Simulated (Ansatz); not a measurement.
## Polymorphs of Te

Theory: Ansatz, DFT PBE, scalar-relativistic, plane waves, PAW. Settings: cutoff 420 eV, Γ-centred meshes no coarser than 0.19 Å⁻¹ for metals and 0.3 Å⁻¹ for insulators (2π included), Gaussian smearing.

All energies are static (0 K, no zero-point motion). Larger cells and other orderings weren't all tried, so the list isn't exhaustive. For metals, differences of a few meV/atom aren't resolved. Weakly bound directions are ill-defined at this level, which has no dispersion term (Te R-3m, Te Cmcm, Te I4/mmm, Te P6_3mc, Te P6_3/mmc). Spin–orbit coupling is left out. No run is spin-polarised.

```csv
#,started from,space group,atoms,V (Å³/atom),ΔE (meV/atom),gap on mesh (eV)
1,database cell,P3_221 (No. 154),3,35.1,0,0.23
2,sites of a reported S cell,R-3 (No. 148),6,37.0,24,0.61
3,database cell,R-3m (No. 166),1,32.7,39,0.00
4,database cell,C2/m (No. 12),3,33.0,43,0.00
5,"alpha-gallium type, changed",Cmmm (No. 65),1,32.8,44,0.00
6,database cell,Pm-3m (No. 221),1,32.8,47,0.00
7,"samarium (9R) type, changed",R-3m (No. 166),3,35.9,75,0.22
8,a random cell,P2_1 (No. 4),4,37.7,87,0.19
9,a random cell,P6/mmm (No. 191),3,37.5,91,0.00
10,"sites of a reported Ga cell, changed",Cmcm (No. 63),2,38.5,106,0.00
11,a random cell,C2/m (No. 12),5,36.3,108,0.00
12,"dhcp type, changed",P6_3/mmc (No. 194),4,32.2,135,0.00
13,"black phosphorus type, changed",I4/mmm (No. 139),2,32.1,135,0.00
14,"iodine type, changed",I4/mmm (No. 139),1,40.0,158,0.00
15,"alpha-boron type, changed",R-3m (No. 166),12,34.5,169,0.00
16,"hcp type, changed",P6_3/mmc (No. 194),2,31.6,181,0.00
17,a random cell,P6_222 (No. 180),6,46.2,194,0.00
18,sites of a reported O cell,P6_3/mmc (No. 194),4,33.0,215,0.00
19,beta-tin type,I4_1/amd (No. 141),2,32.2,216,0.00
20,simple hexagonal type,P6/mmm (No. 191),1,31.1,220,0.00
21,sites of a reported K cell,Cmmm (No. 65),5,38.4,240,0.00
22,"sites of a reported C cell, changed",P6_3mc (No. 186),4,48.1,269,0.00
23,"sites of a reported C cell, changed",P6_3/mmc (No. 194),8,57.3,279,0.00
24,"lonsdaleite type, changed",P6_3/mmc (No. 194),4,58.7,280,0.00
```

5 further structures lie higher and aren't listed.

The lowest structure: Space group P3_221 (No. 154), trigonal, a = 4.520 Å, c = 5.955 Å. Around Te lie 2 Te at 2.89 Å and 4 Te at 3.51 Å.

Space group P3_221 (No. 154). a = 4.520 Å, b = 4.520 Å, c = 5.955 Å, α = 90.00°, β = 90.00°, γ = 120.00°
| atom | site | symmetry | x | y | z |
| --- | --- | --- | --- | --- | --- |
| Te | 3b | .2. | 0.2682 | 0.0000 | 0.1667 |

The second: Space group R-3 (No. 148), trigonal, a = 12.131 Å, c = 5.224 Å. Around Te lie 2 Te at 2.91 Å, 2 Te at 3.29 Å and 1 Te at 3.52 Å.

Which structure would take over first under pressure, if all were incompressible?

Number 3, R-3m (No. 166), has the least ΔE/ΔV: 39 meV/atom over 35.12 − 32.71 Å³/atom, about 2.6 GPa. This crude estimate ignores compression.